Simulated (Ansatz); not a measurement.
# BaHfO3: band gap under strain

How does strain move the band edges of BaHfO3, cubic perovskite, and do the functionals agree on it? States: -1.0 % strain along x alone; +2.0 % equal strain in all directions.

Program: Ansatz 0.2.0. PAW datasets, plane waves. No spin polarisation and no zero-point or thermal motion.

## Step 1: The structure to begin with

The unstrained cell was relaxed with r2SCAN; in each strained cell the atoms were relaxed again with r2SCAN. Names of k-points are those of the unstrained zone, where strain can split equivalent points. First state: -1.0 % strain along x alone.

Space group P4/mmm (No. 123), tetragonal; a = 4.177 Å, c = 4.135 Å in the conventional setting, 14.43 Å³ an atom. Around Ba lie 12 O at 2.94–2.95 Å; around Hf lie 6 O at 2.07–2.09 Å; around O lie 2 Hf at 2.09 Å and 4 Ba at 2.94 Å; around O lie 2 Hf at 2.07 Å and 4 Ba at 2.95 Å.

Structure file:

```cif
data_structure
_symmetry_space_group_name_H-M 'P4/mmm'
_symmetry_Int_Tables_number 123
_cell_length_a 4.1771
_cell_length_b 4.1771
_cell_length_c 4.1353
_cell_angle_alpha 90.000
_cell_angle_beta 90.000
_cell_angle_gamma 90.000
_cell_volume 72.15
loop_
_atom_site_label
_atom_site_type_symbol
_atom_site_symmetry_multiplicity
_atom_site_Wyckoff_symbol
_atom_site_fract_x
_atom_site_fract_y
_atom_site_fract_z
_atom_site_occupancy
Ba1 Ba 1 a 0.00000 0.00000 0.00000 1
Hf1 Hf 1 d 0.50000 0.50000 0.50000 1
O1 O 2 e 0.50000 0.00000 0.50000 1
O2 O 1 c 0.50000 0.50000 0.00000 1
```

From earlier runs on the unstrained cell: PBE 3.66 eV, r2SCAN 4.19 eV, HSE06 5.18 eV; a = 4.177 Å.

## Step 2: -1.0 % strain along x alone: PBE

input.yaml reads:

```yaml
crystal:
  lattice:
    - [4.1352881831, 0.0, 0.0]
    - [0.0, 4.1770587708, 0.0]
    - [0.0, 0.0, 4.1770587708]
  atoms:
    - { symbol: Ba, position: [0.0, 0.0, 0.0] }
    - { symbol: Hf, position: [0.5, 0.5, 0.5] }
    - { symbol: O, position: [0.5, 0.5, 0.0] }
    - { symbol: O, position: [0.5, 0.0, 0.5] }
    - { symbol: O, position: [0.0, 0.5, 0.5] }
kpoints:
  mp_grid: { grid: [6, 6, 6] }
  band_path:
    path: [[0.0, 0.0, 0.0], [0.0, 0.5, 0.0], [0.5, 0.5, 0.0], [0.5, 0.5, 0.5]]
    npoints: 1
hamiltonian:
  xc: pbe
scf:
  occupations: { method: fermi_dirac, width: 0.02 }
  n_extra_bands: 5
output:
  forces: true
  stress: true
  eigenvalues: true
  write_density: true
  write_potential: true
  elf: true
  volumetric_format: npy
```

Command:

```sh
$ ansatz run input.yaml --threads 2 --pin off --max-ram 2211MiB --backend cpu --events-out ev --progress --plain --runs-dir out
```

Further steps of the session: -1.0 % strain along x alone: r2SCAN; -1.0 % strain along x alone: HSE06; +2.0 % equal strain in all directions: PBE; +2.0 % equal strain in all directions: r2SCAN; +2.0 % equal strain in all directions: HSE06.

**Question.** What will these runs give?

**Answer**, as computed:

Least gap in eV (negative: overlap), with the change from the unstrained cell in brackets:

```
                                state  volume change (%)           PBE        r2SCAN         HSE06
          -1.0 % strain along x alone               -1.0  3.64 (-0.02)  4.17 (-0.02)  5.16 (-0.02)
+2.0 % equal strain in all directions               +6.1  3.54 (-0.12)  4.05 (-0.14)  5.03 (-0.15)
```

What this shows: The largest move of the HSE06 gap in the table is -0.144 eV, under +2.0 % equal strain in all directions. PBE and HSE06 differ by 1.51 eV on the unstrained gap, and by at most 0.02 eV on its change: PBE follows the response to strain far better than the gap itself. Spin-orbit coupling is left out of the table, though the cell holds Hf (Z = 72); in an element this heavy it can shift bands and gaps by tenths of an eV.
